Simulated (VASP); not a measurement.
Wanted: the native input for a VASP 6.6.1 run.

```yaml
Task: relaxation of cell and atoms
Functional: PBEsol
Dispersion: D3(BJ)
Potentials_or_basis: VASP PAW PBE potentials, release 64 (P)
Cutoff: 520 eV
k_mesh: 15 × 15 × 15
Occupations: gaussian, width 0.1 eV
Spin: no spin polarisation
Target_pressure: 7.5 GPa
Further_INCAR_settings: ALGO = Normal; EDIFF = 1e-07; IBRION = 2; EDIFFG = -0.15; NSW = 80; ISIF = 3
Target_pressure: 7.5 GPa
```

The structure of P lies in POSCAR:

```
P                                       
1.0
    1.6649147837      0.9612390012      2.7285099122
   -1.6649147837      0.9612390012      2.7285099122
    0.0000000000     -1.9224779922      2.7285099120
  P             
     2
Direct
     0.2441681025949907    0.2441681025949907    0.2441681025967638
     0.7558318974050092    0.7558318974050092    0.7558318974032362
```

This isn't the form of P at room conditions, which is orthorhombic.

The input as run:

INCAR

```
SYSTEM = P
  PREC = Accurate
  ENCUT = 520
  EDIFF = 1E-7
  ISMEAR = 0
  SIGMA = 0.1
  LREAL = .False.
  LASPH = .True.
  NELM = 80
  ALGO = Normal
  ISIF = 3
  LWAVE = .False.
  LCHARG = .False.
  GGA = PS
  IVDW = 12
  IBRION = 2
  NSW = 80
  EDIFFG = -0.15
  PSTRESS = 75.0
```

KPOINTS

```
Automatic mesh
0
Gamma
  15 15 15
  0 0 0
```

Potentials or basis: VASP PAW PBE potentials, release 64 (P).

Launch:

```sh
$ cat potpaw_PBE.64/P/POTCAR > POTCAR
$ mpirun -np 1 vasp_std > vasp.out
```

Results of the run:

```
Pressure after relaxing      : 7.4 GPa
Largest force after relaxing : 0.016 eV/Å
Band gap on the k mesh       : none (metal or under the smearing width)
Dispersion energy per atom   : -0.433 eV
```

Caveat: the relaxation stopped at its first step, so nothing moved; the cell is relaxed towards a set pressure, so the enthalpy falls and the energy may rise; the PAW data sets were made with another functional, which shifts forces and pressure a little; pairwise dispersion overbinds metals, which lowers pressure and volume; the relaxation stopped at a loose force limit of 0.15 eV/Å, so its end isn't a converged minimum.

Run time: 44 s on 1 thread of Intel(R) Xeon(R) Platinum 8488C (Sapphire Rapids), with other jobs on the host, peak memory 0.2 GiB.
